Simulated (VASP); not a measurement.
VASP 6.6.1 run: CdS

INCAR

```
ENCUT = 520
ISIF = 2
GGA = PE
TIME = 0.1
LWAVE = .FALSE.
PREC = Accurate
LCHARG = .FALSE.
NELM = 88
ALGO = Damped
NSW = 0
NBANDS = 16
SIGMA = 0.02
LREAL = Auto
LASPH = .TRUE.
EDIFF = 1E-7
IBRION = -1
ISMEAR = -1
```

KPOINTS

```
KPOINTS created by Atomic Simulation Environment
0
Gamma
8 8 8
0 0 0
```

POSCAR

```
Cd S
 1.0000000000000000
     0.0000000000000000    2.8216462493000001    3.1054065889000002
     2.8216462493000001    0.0000000000000000    3.1054065889000002
     2.8216462493000001    2.8216462493000001    0.0000000000000000
 Cd  S
   1   1
Cartesian
  0.0000000000000000  0.0000000000000000  0.0000000000000000
  1.4108231246499998  1.4108231246499998  1.5527032944500001
```

The recommended PBE PAW datasets give the neutral cell 18 valence electrons.

Command

```
mpirun -np 1 vasp_std
```

OSZICAR

```
N       E                     dE             d eps       ncg     rms           ort
DAV:   1     0.187301893261E+03    0.18730E+03   -0.89642E+03   944   0.110E+03
DAV:   2     0.254870573936E+02   -0.16181E+03   -0.14761E+03   944   0.318E+02
DAV:   3    -0.262872641167E+01   -0.28116E+02   -0.27386E+02   944   0.131E+02
DAV:   4    -0.617351476344E+01   -0.35448E+01   -0.34891E+01   944   0.515E+01
DAV:   5    -0.658161501862E+01   -0.40810E+00   -0.40319E+00   944   0.158E+01
SDA:   6    -0.538654413167E+01    0.11951E+01   -0.24829E+00   944   0.248E+01   0.000E+00
DMP:   7    -0.560938405398E+01   -0.22284E+00   -0.27821E+00   944   0.153E+01   0.197E+01
DMP:   8    -0.583915407916E+01   -0.22977E+00   -0.18204E+00   944   0.670E+00   0.181E+01
DMP:   9    -0.597697322486E+01   -0.13782E+00   -0.83451E-01   944   0.241E+00   0.935E+00
DMP:  10    -0.603319257962E+01   -0.56219E-01   -0.30448E-01   944   0.121E+00   0.288E+00
...
DMP:  32    -0.610066408327E+01   -0.30638E-05   -0.28519E-05   944   0.140E-04   0.229E-04
DMP:  33    -0.610066663811E+01   -0.25548E-05   -0.20134E-05   944   0.849E-05   0.184E-04
DMP:  34    -0.610066848994E+01   -0.18518E-05   -0.11901E-05   944   0.429E-05   0.120E-04
DMP:  35    -0.610066960590E+01   -0.11160E-05   -0.57549E-06   944   0.194E-05   0.602E-05
DMP:  36    -0.610067016467E+01   -0.55877E-06   -0.24476E-06   944   0.105E-05   0.220E-05
DMP:  37    -0.610067041278E+01   -0.24811E-06   -0.13091E-06   944   0.872E-06   0.688E-06
DMP:  38    -0.610067053321E+01   -0.12043E-06   -0.11566E-06   944   0.809E-06   0.548E-06
DMP:  39    -0.610067060877E+01   -0.75566E-07   -0.11186E-06   944   0.639E-06   0.756E-06
DMP:  40    -0.610067065566E+01   -0.46887E-07   -0.89449E-07   944   0.402E-06   0.777E-06
   1 F= -.61006707E+01 E0= -.61006707E+01  d E =-.166104E-10
```

From OUTCAR

```
k-points           NKPTS =     59   k-points in BZ     NKDIM =     59   number of bands    NBANDS=     16

   NELECT =      18.0000    total number of electrons

   dimension x,y,z NGX =    32 NGY =   32 NGZ =   30
   dimension x,y,z NGXF=    64 NGYF=   64 NGZF=   60

  energy-cutoff  :      520.00
  volume of cell :       49.45
      direct lattice vectors                 reciprocal lattice vectors
     0.000000000  2.821646249  3.105406589    -0.177201518  0.177201518  0.161009512
     2.821646249  0.000000000  3.105406589     0.177201518 -0.177201518  0.161009512
     2.821646249  2.821646249  0.000000000     0.177201518  0.177201518 -0.161009512

 k-points in reciprocal lattice and weights: KPOINTS created by Atomic Simulation Env
   0.00000000  0.00000000  0.00000000       0.002
   0.12500000  0.00000000  0.00000000       0.016
   0.25000000  0.00000000  0.00000000       0.016
   0.37500000  0.00000000  0.00000000       0.016
   0.50000000  0.00000000  0.00000000       0.008
   0.12500000  0.12500000  0.00000000       0.004
   0.25000000  0.12500000  0.00000000       0.016
   0.37500000  0.12500000  0.00000000       0.016
   ...

 E-fermi :   1.8212

 k-point     1 :       0.0000    0.0000    0.0000
  band No.  band energies     occupation
      1     -11.0317      2.00000
      2      -6.4345      2.00000
      3      -6.3672      2.00000
      4      -6.3672      2.00000
      5      -5.9375      2.00000
      6      -5.9011      2.00000
      7       1.0975      2.00000
      8       1.4398      2.00000
      9       1.4398      2.00000
     10       2.4650      0.00000
     11       7.9285      0.00000
     12       7.9456      0.00000
     13       7.9456      0.00000
     14      11.8513      0.00000
     15      12.9327      0.00000
     16      13.5372      0.00000

 k-point     2 :       0.1250    0.0000    0.0000
  band No.  band energies     occupation
      1     -10.9681      2.00000
      2      -6.4039      2.00000
      3      -6.3447      2.00000
      4      -6.3259      2.00000
      5      -5.9330      2.00000
      6      -5.9060      2.00000
      7       0.2786      2.00000
      8       1.0966      2.00000
      9       1.3346      2.00000
     10       3.3158      0.00000
     11       7.5841      0.00000
     12       8.1549      0.00000
     13       8.1762      0.00000
     14      11.5218      0.00000
     15      12.7534      0.00000
     16      13.4501      0.00000

 k-point     3 :       0.2500    0.0000    0.0000
  band No.  band energies     occupation
      1     -10.8135      2.00000
      2      -6.3496      2.00000
      3      -6.2942      2.00000
      4      -6.1549      2.00000
      5      -5.9124      2.00000
      6      -5.9086      2.00000
      7      -1.1685      2.00000
      8       0.7812      2.00000
      9       1.0987      2.00000
     10       4.1050      0.00000
     11       7.4609      0.00000
     12       8.4355      0.00000
     13       8.6122      0.00000
     14      11.6049      0.00000
     15      12.2394      0.00000
     16      12.9873      0.00000

 ...

  Total        1.1837396      1.1837396      0.5672580      0.0000000      0.0000000      0.0000000
  in kB       38.3542195     38.3542195     18.3796666      0.0000000      0.0000000      0.0000000
  external PRESSURE =      31.6960352 kB  Pullay stress =       0.0000000 kB

 POSITION                                       TOTAL-FORCE (eV/Angst)
 -----------------------------------------------------------------------------------
      0.00000      0.00000      0.00000        -0.000000     -0.000000     -0.000000
      1.41082      1.41082      1.55270         0.000000      0.000000      0.000000
 -----------------------------------------------------------------------------------
    total drift:                                0.000002      0.000002     -0.000001

  FREE ENERGIE OF THE ION-ELECTRON SYSTEM (eV)
  ---------------------------------------------------
  free  energy   TOTEN  =        -6.1006706557 eV

  energy  without entropy=       -6.1006706556  energy(sigma->0) =       -6.10067066
```

It converged. Results: gap between bands v and c on the k mesh 1.03 eV; least direct gap on the k mesh 1.03 eV; pressure 3.2 GPa. Band v is the last that the valence electrons fill when counted band by band, and c is the next.

For comparison, a separate PBE run of the intended cell, on usual settings and not on those above, gives a gap of 1.03 eV on its mesh and a pressure of 3.2 GPa.

The run above took about 76 s on one core of a shared host (Intel Xeon Platinum 8488C) and held 0.23 GiB at most.
